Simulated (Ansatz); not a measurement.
This script for a formation energy from the elements of MgSe and its elements with Ansatz 0.2.0, Python API holds a mistake.

Script `formation.py`:
```python
from collections import Counter
from dataclasses import dataclass
import warnings

import ansatz
import numpy as np


@dataclass
class RunConfig:
    cutoff: int = 550
    xc: str = "PBE"
    kspacing: float = 0.16
    smearing: str = "fermi_dirac"
    smearing_width: float = 0.02


cfg = RunConfig()

PHASES = {
    "MgSe": (
        [[0.0, 2.7255, 2.7255], [2.7255, 0.0, 2.7255], [2.7255, 2.7255, 0.0]],
        [
            ("Mg", [0.0, 0.0, 0.0]),
            ("Se", [0.5, 0.5, 0.5]),
        ],
    ),
    "Mg": (
        [[3.2093, 0.0, 0.0], [-1.60465, 2.779335, 0.0], [0.0, 0.0, 5.2103]],
        [
            ("Mg", [1 / 3, 2 / 3, 0.25]),
            ("Mg", [2 / 3, 1 / 3, 0.75]),
        ],
    ),
    "Se": (
        [[4.3662, 0.0, 0.0], [-2.1831, 3.78124, 0.0], [0.0, 0.0, 4.9536]],
        [
            ("Se", [0.2254, 0.0, 1 / 3]),
            ("Se", [0.0, 0.2254, 2 / 3]),
            ("Se", [0.7746, 0.7746, 0.0]),
        ],
    ),
}


def build(vectors, sites):
    crystal = ansatz.Crystal(lattice=ansatz.Lattice.of(vectors))
    for symbol, position in sites:
        crystal = crystal.atom(symbol, position)
    return crystal


def ground_state(name, crystal):
    calc = (
        crystal.calculation()
        .basis(cfg.cutoff)
        .functional(cfg.xc)
        .kpoints(spacing=cfg.kspacing)
        .occupations(cfg.smearing, width=cfg.smearing_width)
        .stress()
    )
    calc = calc.relax(force_tolerance=0.02, max_steps=30, fix_cell=["shape"])
    return calc.run(threads=1, backend="cpu")


def counts(outcome):
    return Counter(site.symbol for site in outcome.lattice.sites)

def formation_energy(outcome, mu):
    n = counts(outcome)
    return (outcome.report["energy_sigma0_ev"] - sum(k * mu[element] for element, k in n.items())) / sum(n.values())


def volume_per_atom(outcome):
    return abs(np.linalg.det(outcome.lattice.cell_ang)) / len(outcome.lattice.sites)


def main() -> None:
    warnings.simplefilter("ignore", ansatz.DeckWarning)

    phases = {name: build(*cell) for name, cell in PHASES.items()}

    done = {name: ground_state(name, crystal) for name, crystal in phases.items()}

    references = {"Mg": "Mg", "Se": "Se"}
    mu = {element: done[name].report["energy_sigma0_ev"] for element, name in references.items()}

    target = done["MgSe"]
    heat = formation_energy(target, mu)
    n = counts(target)
    print("cell content:", dict(n), " volume", round(volume_per_atom(target), 3), "A^3/atom")
    print("formation energy", round(heat, 4), "eV/atom,", round(heat * sum(n.values()), 4), "eV per cell")
    print("bound against the elements" if heat < 0 else "unbound against the elements")


if __name__ == "__main__":
    main()
```

```console
$ python formation.py
cell content: {<Element.MG: 'Mg'>: 1, <Element.SE: 'Se'>: 1}  volume 20.896 A^3/atom
formation energy 6429.7389 eV/atom, 12859.4778 eV per cell
unbound against the elements
```

The script ran to its end, but the result can't be trusted. Why?

The fault: the references' energies are taken per cell, not per atom. The correction:

```diff
--- before
+++ after
@@ -85,3 +85,3 @@
     references = {"Mg": "Mg", "Se": "Se"}
-    mu = {element: done[name].report["energy_sigma0_ev"] for element, name in references.items()}
+    mu = {element: done[name].report["energy_sigma0_ev"] / len(done[name].lattice.sites) for element, name in references.items()}
```

After the fix:

```console
$ python formation.py
cell content: {<Element.MG: 'Mg'>: 1, <Element.SE: 'Se'>: 1}  volume 20.896 A^3/atom
formation energy -1.2415 eV/atom, -2.483 eV per cell
bound against the elements
```

Notes:
- Atoms and volume are relaxed with the cell's shape held, which in cells of lower than cubic symmetry can hide stresses and shift volumes.
- Of the deposited cell: the entry's cell lengths or inner coordinates differ somewhat from later room-temperature determinations.
- The cells come from databases of deposited and of computed structures, and not all need be stable phases.
- The compound is the structure given, not necessarily its lowest; energies are at zero temperature, with no correction for gases. A semilocal functional's error on such energies is often 0.05 to 0.1 eV an atom, and 0.1 to 0.3 eV against gases such as O2 or F2.
- Wall time of the script: 2.1 min on 1 thread of Arm Neoverse V2, on a shared host, peak memory 0.65 GiB.
